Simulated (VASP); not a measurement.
# CdF2 (Fm-3m) in VASP: a series of runs, part 3 of 3

VASP 6.6.1. Earlier steps stand in the parts before.

**5. Dielectric tensor, LDA**

This run uses another cell than the first one, of 12.49 Å³/atom, 0.955 times its volume.

Contents of INCAR:

```
SYSTEM = CdF2
ALGO = Normal
EDIFF = 1E-8
ENCUT = 600
ISIF = 2
ISMEAR = 0
KPAR = 2
LASPH = .TRUE.
LCHARG = .FALSE.
LEPSILON = .TRUE.
LREAL = .FALSE.
LWAVE = .FALSE.
NELM = 80
PREC = Accurate
SIGMA = 0.03
```

Contents of KPOINTS:

```
k-points
0
Monkhorst
  14 14 14
  0 0 0
```

Contents of POSCAR:

```
CdF2                                    
1.0
    0.0000000000      2.6559572934      2.6559572934
    2.6559572934      0.0000000000      2.6559572934
    2.6559572934      2.6559572934      0.0000000000
  Cd              F             
     1     2
Direct
     1.0000000000000000    1.0000000000000000    1.0000000000000000
     0.2500000000000000    0.2500000000000000    0.2500000000000000
     0.7500000000000000    0.7500000000000000    0.7500000000000000
```

Potentials or basis: VASP PAW LDA potentials, release 64 (Cd, F).

Started as:

```console
cat potpaw_LDA.64/Cd/POTCAR potpaw_LDA.64/F/POTCAR > POTCAR
mpirun -np 2 vasp_std > vasp.out
```

OUTCAR:

```text
SYSTEM = CdF2
   EDIFF = 1E-8
   ENCUT = 600
   ISIF = 2
   ISMEAR = 0
   LASPH = .TRUE.
   LEPSILON = .TRUE.
   LREAL = .FALSE.
   NELM = 80
   PREC = Accurate

 ion  position               nearest neighbor table
   1  0.000  0.000  0.000-   3 2.30   3 2.30   3 2.30   2 2.30   3 2.30   2 2.30   2 2.30   2 2.30

   2  0.250  0.250  0.250-   1 2.30   1 2.30   1 2.30   1 2.30
   3  0.750  0.750  0.750-   1 2.30   1 2.30   1 2.30   1 2.30

  LATTYP: Found a face centered cubic cell.
 ALAT       =     5.3119145868

  Lattice vectors:

 A1 = (   0.0000000000,   2.6559572934,   2.6559572934)
 A2 = (   2.6559572934,   0.0000000000,   2.6559572934)
 A3 = (   2.6559572934,   2.6559572934,   0.0000000000)

Analysis of symmetry for initial positions (statically):
=====================================================================
 Subroutine PRICEL returns:
 Original cell was already a primitive cell.

 Routine SETGRP: Setting up the symmetry group for a
 face centered cubic supercell.

 Subroutine GETGRP returns: Found 48 space group operations
 (whereof 48 operations were pure point group operations)
 out of a pool of 48 trial point group operations.

The static configuration has the point symmetry O_h .

Analysis of symmetry for dynamics (positions and initial velocities):
=====================================================================
 Subroutine PRICEL returns:
 Original cell was already a primitive cell.

 Routine SETGRP: Setting up the symmetry group for a
 face centered cubic supercell.

 Subroutine GETGRP returns: Found 48 space group operations
 (whereof 48 operations were pure point group operations)
 out of a pool of 48 trial point group operations.

The dynamic configuration has the point symmetry O_h .

 Subroutine INISYM returns: Found 48 space group operations
 (whereof 48 operations are pure point group operations),
 and found     1 'primitive' translations

----------------------------------------------------------------------------------------

                                     Primitive cell

  volume of cell :      37.4708

  direct lattice vectors                    reciprocal lattice vectors
     0.000000000  2.655957293  2.655957293    -0.188256039  0.188256039  0.188256039
     2.655957293  0.000000000  2.655957293     0.188256039 -0.188256039  0.188256039
     2.655957293  2.655957293  0.000000000     0.188256039  0.188256039 -0.188256039

  length of vectors
     3.756090825  3.756090825  3.756090825     0.326069025  0.326069025  0.326069025

  position of ions in fractional coordinates (direct lattice)
     0.000000000  0.000000000  0.000000000
     0.250000000  0.250000000  0.250000000
     0.750000000  0.750000000  0.750000000

  ion indices of the primitive-cell ions
   primitive index   ion index
[... 592 lines left out ...]
      6      -5.7901      2.00000
[... 9 lines left out ...]
     16      12.1359      0.00000
     17      12.5222      0.00000

 [... further k-points ...]

  FORCE on cell =-STRESS in cart. coord.  units (eV):
  Direction    XX          YY          ZZ          XY          YZ          ZX
  --------------------------------------------------------------------------------------
  -------------------------------------------------------------------------------------
  Total        0.0022803      0.0022803      0.0022803      0.0000000      0.0000000     -0.0000000
  in kB        0.0975005      0.0975005      0.0975005      0.0000000      0.0000000     -0.0000000
  external PRESSURE =       0.0975005 kB  Pullay stress =       0.0000000 kB

 VOLUME and BASIS-vectors are now :
 -----------------------------------------------------------------------------
  energy-cutoff  :      600.00
  volume of cell :       37.47
      direct lattice vectors                 reciprocal lattice vectors
     0.000000000  2.655957293  2.655957293    -0.188256039  0.188256039  0.188256039
     2.655957293  0.000000000  2.655957293     0.188256039 -0.188256039  0.188256039
     2.655957293  2.655957293  0.000000000     0.188256039  0.188256039 -0.188256039

 POSITION                                       TOTAL-FORCE (eV/Angst)
 -----------------------------------------------------------------------------------
      0.00000      0.00000      0.00000         0.000000      0.000000      0.000000
      1.32798      1.32798      1.32798        -0.000000      0.000000      0.000000
      3.98394      3.98394      3.98394        -0.000000     -0.000000     -0.000000
 -----------------------------------------------------------------------------------
    total drift:                                0.000000     -0.000000      0.000000

  FREE ENERGIE OF THE ION-ELECTRON SYSTEM (eV)
  ---------------------------------------------------
  free  energy   TOTEN  =       -12.7401549207 eV

  energy  without entropy=      -12.7401549207  energy(sigma->0) =      -12.74015492

 HEAD OF MICROSCOPIC STATIC DIELECTRIC TENSOR (INDEPENDENT PARTICLE, excluding Hartree and local field effects)
 ------------------------------------------------------
           2.978920    -0.000000     0.000000
           0.000000     2.978920     0.000000
          -0.000000     0.000000     2.978920
 ------------------------------------------------------

 Free energy of the ion-electron system (eV)
  ---------------------------------------------------
  ---------------------------------------------------
  free energy    TOTEN  =        -0.20340713 eV

  energy without entropy =       -0.20340713

------------------------ aborting loop because EDIFF is reached ----------------------------------------

--------------------------------------- Ionic step        2  -------------------------------------------

------------------------ aborting loop because EDIFF is reached ----------------------------------------

--------------------------------------- Ionic step        3  -------------------------------------------

 Free energy of the ion-electron system (eV)
  ---------------------------------------------------
  ---------------------------------------------------
  free energy    TOTEN  =        -0.20340713 eV

  energy without entropy =       -0.20340713

------------------------ aborting loop because EDIFF is reached ----------------------------------------

 PIEZOELECTRIC TENSOR FIELD DIRECTION 3  (e Angst)
 -----------------------------------------------------------------------------
    -0.00007  0.00000  0.00000           ( -0.00001  0.00000 -0.00000)
     0.00000 -0.00007 -0.00000           (  0.00000 -0.00001  0.00000)
    -0.00000  0.00000 -0.00032           ( -0.00000  0.00000 -0.00002)

 PIEZOELECTRIC TENSOR FIELD DIRECTION 3  (C/m^2)
 -----------------------------------------------------------------------------
    -0.00003  0.00000  0.00000
     0.00000 -0.00003 -0.00000
    -0.00000  0.00000 -0.00014

 MACROSCOPIC STATIC DIELECTRIC TENSOR (including local field effects in DFT)
 ------------------------------------------------------
           2.883491    -0.000000    -0.000000
           0.000000     2.883491    -0.000000
          -0.000000    -0.000000     2.883491
 ------------------------------------------------------

 PIEZOELECTRIC TENSOR (including local field effects)  for field in x, y, z        (e  Angst)
          XX          YY          ZZ          XY          YZ          ZX
  --------------------------------------------------------------------------------
  x     0.00000     0.00000     0.00000     0.00000     0.00000     0.00000
  y     0.00000     0.00000     0.00000     0.00000     0.00000     0.00000
  z     0.00000     0.00000     0.00000     0.00000     0.00000     0.00000

 PIEZOELECTRIC TENSOR (including local field effects)  for field in x, y, z        (C/m^2)
          XX          YY          ZZ          XY          YZ          ZX
  --------------------------------------------------------------------------------
  x     0.00000     0.00000     0.00000     0.00000     0.00000     0.00000
  y     0.00000     0.00000     0.00000     0.00000     0.00000     0.00000
  z     0.00000     0.00000     0.00000     0.00000     0.00000     0.00000

 BORN EFFECTIVE CHARGES (including local field effects) (in |e|, cummulative output)
 ---------------------------------------------------------------------------------
 ion    1
    1     2.42556     0.00000     0.00000
    2     0.00000     2.42556     0.00000
    3     0.00000     0.00000     2.42556
 ion    2
    1    -1.21278     0.00000     0.00000
    2     0.00000    -1.21278     0.00000
    3     0.00000     0.00000    -1.21278
 ion    3
    1    -1.21278     0.00000     0.00000
    2     0.00000    -1.21278     0.00000
    3     0.00000     0.00000    -1.21278
```

OSZICAR:

```text
N       E                     dE             d eps       ncg     rms          rms(c)
DAV:   1     0.218241699983E+03    0.21824E+03   -0.17223E+04  9776   0.175E+03
DAV:   2    -0.487402099556E+01   -0.22312E+03   -0.21653E+03 10560   0.408E+02
[... 12 lines left out ...]
RMM:   4    -0.202488779893E+00   -0.31006E-02   -0.43852E-03 37134   0.557E-01    0.465E-02
RMM:   5    -0.203332294253E+00   -0.84351E-03   -0.12042E-04 40967   0.958E-02    0.727E-03
RMM:   6    -0.203371386190E+00   -0.39092E-04   -0.89946E-07 41440   0.805E-03    0.317E-03
RMM:   7    -0.203406827951E+00   -0.35442E-04   -0.14300E-07 40527   0.307E-03    0.361E-04
RMM:   8    -0.203408444014E+00   -0.16161E-05   -0.12114E-08 38502   0.469E-04    0.113E-04
RMM:   9    -0.203407346882E+00    0.10971E-05   -0.54715E-09 30904   0.136E-04    0.260E-05
RMM:  10    -0.203407131760E+00    0.21512E-06   -0.66782E-09 15212   0.628E-05    0.590E-06
```

stdout:

```text
POSCAR found type information on POSCAR CdF
 POSCAR found :  2 types and       3 ions
 scaLAPACK will be used
 LDA part: xc-table for (Slater(with rela. corr.)+CA(PZ))
 , standard interpolation
 -----------------------------------------------------------------------------
|                                                                             |
|           W    W    AA    RRRRR   N    N  II  N    N   GGGG   !!!           |
[... 38 lines left out ...]
  Direction:   1
 dielectric tensor                  component  1 :     2.883     0.019    -0.019
 Linear response to external field, progress :
  Direction:   2
 dielectric tensor                  component  2 :     0.019     2.883    -0.019
 Linear response to external field, progress :
  Direction:   3
 dielectric tensor                  component  3 :     0.025    -0.025     2.883
 Born effective charges drift removed
```

It took 12 min on 2 MPI ranks of Intel Xeon Platinum 8559C (Emerald Rapids), shared host; peak memory 1.3 GiB.

Results:

- Electronic dielectric tensor (diagonal): 2.88
- Born charges (mean of the diagonal): Cd +2.43; F -1.21 e

Electronic dielectric tensor:
```
2.88 0.00 0.00
0.00 2.88 0.00
0.00 0.00 2.88
```

Born effective charge tensors (e):
atom 1, Cd
```
2.43 0.00 0.00
0.00 2.43 0.00
0.00 0.00 2.43
```
atom 2, F
```
-1.21  0.00  0.00
 0.00 -1.21  0.00
 0.00  0.00 -1.21
```
atom 3, F
```
-1.21  0.00  0.00
 0.00 -1.21  0.00
 0.00  0.00 -1.21
```
